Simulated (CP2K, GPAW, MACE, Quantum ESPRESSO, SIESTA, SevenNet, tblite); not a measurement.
# GPAW on random wurtzite alloy of AlN and GaN (72 atoms): settings against a plane-wave reference, part 2 of 2

How do the settings of GPAW change the result for random wurtzite alloy of AlN and GaN (72 atoms)? A plane-wave run serves as the yardstick.

Program: GPAW 26.7.0; the method stands at each step. Banners, paths, timers and routine set-up lines are dropped from the logs unmarked, and long logs keep their key lines alone; longer cuts are marked.

So far. Step 3 (PBE, LCAO sz(dzp), h 0.18 Å): Against the first run (26 %), the force difference from the reference is 31 %, at 0.21 times the CPU time, with 288 basis functions against 936: the smaller basis costs accuracy. Step 4 (PBE, LCAO dzp, h 0.15 Å): Against the first run (26 %), the force difference from the reference is 25 %, at 1.9 times the CPU time (on 2 against 1 cores): the change moves forces by 29 meV/Å r.m.s., so most of the difference comes from elsewhere.

### 5. PBE, LCAO szp(dzp), h 0.18 Å

Method: Kohn-Sham DFT, PBE, PAW, atomic orbitals (szp(dzp)).

The input, run.py:

```python
import numpy as np
from ase.io import read
from gpaw import GPAW, FermiDirac

atoms = read("structure.xyz")
atoms.calc = GPAW(
    mode="lcao",
    basis="szp(dzp)",
    h=0.18,
    xc="PBE",
    kpts={"size": (1, 1, 1), "gamma": True},
    occupations=FermiDirac(0.05),
    maxiter=200,
    symmetry={"point_group": False},
    txt="gpaw.txt",
)
energy = atoms.get_potential_energy(force_consistent=True)
forces = atoms.get_forces()
print(f"energy {energy:.6f} eV")
print("forces (eV/A)")
for i, (a, f) in enumerate(zip(atoms, forces)):
    print(f"{i:4d} {a.symbol:2s} {f[0]:10.5f} {f[1]:10.5f} {f[2]:10.5f}")
print(f"Fermi level {atoms.calc.get_fermi_level():.4f} eV")
for k in range(len(atoms.calc.get_ibz_k_points())):
    for s in range(atoms.calc.get_number_of_spins()):
        e = atoms.calc.get_eigenvalues(kpt=k, spin=s)
        n = np.searchsorted(e, atoms.calc.get_fermi_level())
        print(f"k {k} spin {s} levels about the Fermi level:", np.round(e[max(n - 6, 0):n], 4).tolist(), "|", np.round(e[n:n + 6], 4).tolist())
```

The input, structure.xyz:

```xyz
72
Lattice="9.36180 0.00000 0.00000 -4.68090 8.10756 0.00000 0.00000 0.00000 10.00920" Properties=species:S:1:pos:R:3 pbc="T T T"
[... 72 atom lines left out: the same atoms as in the first run ...]
```

On the command line:

```sh
$ OMP_NUM_THREADS=1 python run.py > output.txt
```

Output:

```text
energy -484.351628 eV
forces (eV/A)
   0 Al    0.23566   -1.60377   -0.16855
   1 N     0.48982    1.99775    0.21357
   2 Al    0.41399   -0.50622    0.18777
   3 N     3.04850    0.40475    1.11346
   4 Al    0.04955   -0.38943   -0.41059
   5 N     2.42451   -0.54705    1.63363
   6 Al    0.62423   -0.71541   -1.25625
   7 N     0.41889   -0.10064   -0.64114
   8 Al    0.48682   -3.17905   -1.70243
   9 N     0.57928    1.75924    0.44337
  10 Al    0.01478    0.87181    0.95184
  11 N    -0.18987    0.69521   -2.84033
  12 Ga   -0.65680   -0.75075    1.24575
  13 N    -0.73106    2.18609   -0.22059
  14 Al   -0.57897    0.27768    0.29513
  15 N    -0.42444    1.00107    1.54140
  16 Al   -0.79034    1.67294   -1.11333
  17 N    -0.53974   -0.13396    0.26051
  18 Al   -0.00310    0.85182   -0.19009
  19 N     1.04921   -0.50928    0.22148
  20 Al    2.01986    1.48634   -0.35009
  21 N    -0.56611   -0.21135   -1.33594
  22 Al   -1.90984    0.71730    1.13770
  23 N     1.35654   -1.61352    0.90874
[...]
64 Al    0.37074    0.91547    0.32632
  65 N     1.72667   -0.76621   -2.42224
  66 Ga   -0.56311    0.28720    0.79011
  67 N    -0.14514   -3.26985   -0.01118
  68 Al   -1.84750    1.76756   -0.50460
  69 N    -0.34827    0.71730    1.36507
  70 Al    0.50276   -0.81910   -0.40743
  71 N    -1.19765    0.29746   -1.02648
Fermi level 7.7978 eV
k 0 spin 0 levels about the Fermi level: [5.9635, 6.0306, 6.0653, 6.3202, 6.3987, 6.549] | [10.5765, 11.3916, 11.4768, 11.7711, 11.8721, 11.9218]
```

gpaw.txt:

```text
Input parameters:
  mode=LCAO(),
  basis={'default': 'szp(dzp)'},
  h=0.18,
  kpts=MonkhorstPack(size=(1, 1, 1), gamma=True),
  maxiter=200,
  occupations=Occupations(name='fermi-dirac', width=0.05, fixmagmom=False),
  symmetry=Symmetry(point_group=False),
  xc=XC(name='PBE')
Unit cell  # Å
| periodic |         x |        y |         z |   lengths |     angles |
[... lines left out ...]
  Fermi-Dirac:
[... lines left out ...]
convergence criteria:
- Maximum [total energy] change in last 3 cyles: 0.0005 eV / valence electron
[... lines left out ...]
Converged in 9 steps
[... lines left out ...]
  Free energy:    -484.351628
  Extrapolated:   -484.351628
dipole moment: (127.771493, -46.852936, -91.051187)  # |e|*Ang
Fermi level: 7.798
Eigenvalues  # (at kpt = [0.000, 0.000, 0.000])
| band index |      eig [eV] | occ [0-2] |
|------------|---------------|-----------|
|          0 |        -9.145 |     2.000 |
|        ... |               |           |
|        136 |         5.871 |     2.000 |
|        137 |         5.890 |     2.000 |
[...]
|        151 |        12.065 |     0.000 |
|        ... |               |           |
|        176 |        13.923 |     0.000 |
Gap: 4.027 eV
Transition (v -> c):
  (s=0, k=0, n=143, [0.00, 0.00, 0.00]) -> (s=0, k=0, n=144, [0.00, 0.00, 0.00])
No difference between direct/indirect transitions
Force computation time: 36.484  # s
timing:  # [seconds]
  Total:  179.138  # ━━━━━━━━━━━━━━━━━━━━━━━━━━━━━━━━━━━━━━━━━━━━━━━━━━━━━━━━
  Init:     6.865  # ━━
  SCF:    135.761  # ━━━━━━━━━━━━━━━━━━━━━━━━━━━━━━━━━━━━━━━━━━╸
  Forces:  36.484  # ━━━━━━━━━━━╸
```

Wall time 3 min (1 thread of Arm Neoverse V2, shared host); peak memory 1.3 GiB.

Against the reference:

```
r.m.s. force component                           : 1.099 eV/Å
r.m.s. difference of force components            : 253.5 meV/Å
longest difference of force vectors              : 1317 meV/Å
force difference over r.m.s. force               : 27.02 %
slope of forces against the reference's          : 1.149
correlation of force components                  : 0.9813
gap (highest filled to lowest empty level) : 4.027 eV
gap difference                                   : 0.317 eV
```

This is a coarse setting, run to see what it loses.

Against the first run (26 %), the force difference from the reference is 27 %, at 0.72 times the CPU time, with 648 basis functions against 936.

### 6. Side by side

Differences are against the plane-wave reference, forces as r.m.s. over components; share is that over the reference's r.m.s. force, slope the least-squares factor from reference forces to these. Total energies of different programs have different zeros and aren't compared.

```
                                       run  Δ force, r.m.s. (meV/Å)  share (%)  slope  Δ gap (eV)  cores  CPU time  memory (GiB)
                                 reference                        -          -      -           -      4    13 min           3.4
              GPAW PBE, LCAO dzp, h 0.18 Å                      240       25.6  1.132      -0.045      1   4.2 min           1.3
 GPAW PBE, LCAO sz(dzp), h 0.18 Å (coarse)                      290       30.9  1.245      -0.273      1      52 s          0.94
              GPAW PBE, LCAO dzp, h 0.15 Å                      234       24.9  1.125     -0.0404      2     8 min           2.7
GPAW PBE, LCAO szp(dzp), h 0.18 Å (coarse)                      254       27.0  1.149       0.317      1     3 min           1.3
```

Rows marked coarse were listed beforehand as settings not expected to be converged; some can still land near the reference.

CPU time is summed over cores on a shared host, where runs went side by side, so it is rough. Symmetry, cutoffs, thresholds, outputs and thread counts weren't matched or tuned between programs; memory under MPI is the largest rank's times the ranks.

Within one program, basis, potentials and functional, energies share a zero. Each run against its twin at the usual cutoff or grid and solver:

```
                         run                twin  Δ energy (meV/atom)  Δ force, r.m.s. (meV/Å)        CPU time over the twin's
GPAW PBE, LCAO dzp, h 0.15 Å  LCAO dzp, h 0.18 Å                 -105                     28.9  1.9 (this twin ran on 1 cores)
```

### 7. Results

```json
{
 "nearest in forces": "GPAW PBE, LCAO dzp, h 0.15 Å, 25 %",
 "its CPU time": "8 min"
}
```

In words: The PBE runs in local orbitals, coarse settings apart, differ by 25 % (GPAW PBE, LCAO dzp, h 0.15 Å) to 26 % (GPAW PBE, LCAO dzp, h 0.18 Å); basis, grid and potentials can all enter. Runs with settings chosen to be coarse differ by 27 % (GPAW PBE, LCAO szp(dzp), h 0.18 Å) to 31 % (GPAW PBE, LCAO sz(dzp), h 0.18 Å), their programs' other errors included. Of the electronic-structure runs that take under half the reference's CPU time, GPAW PBE, LCAO dzp, h 0.18 Å comes nearest, at 26 % in 4.2 min against 13 min. GPAW PBE, LCAO sz(dzp), h 0.18 Å stiffens the forces by a factor of 1.25 while following their directions (correlation 0.989); the slopes of the 4 GPAW runs lie between 1.12 and 1.25. At the same functional, gaps differ from the reference's 3.71 eV by between -0.27 and +0.32 eV. These are spacings on the run's k-points, which needn't hold the band edges. The potentials hold different valence shells: 328 electrons in the reference, 288 in GPAW; this bears on time and differences. GPAW's setups keep the filled d shell of Ga in the core. GPAW's Ga setup keeps the 3d shell in the core. The reference's stress is far from hydrostatic: its diagonal is 5.9, 6.9, 3.6 GPa, compression counted positive. The host structure and its lattice constant were typed by rule, without a check against the phase diagram. The reference's pressure of 5.5 GPa belongs to a cell and atoms that aren't relaxed at this level. The electronic-structure runs sample only Γ, in a cell whose shortest periodic width is 8 Å.

[Also dropped from logs without a mark: logging warnings of Python, and SIESTA's first energy breakdown and zero terms.]

[Logs are printed without paths, hosts, clocks, repeated set-up lines and the standing remarks that a program may print on its own settings, such as how far it seeks lower states.]

[Hosts, paths, dates, database ids (printed as entryN), source tags and the programs' standing remarks are cut or masked in the printed files.]
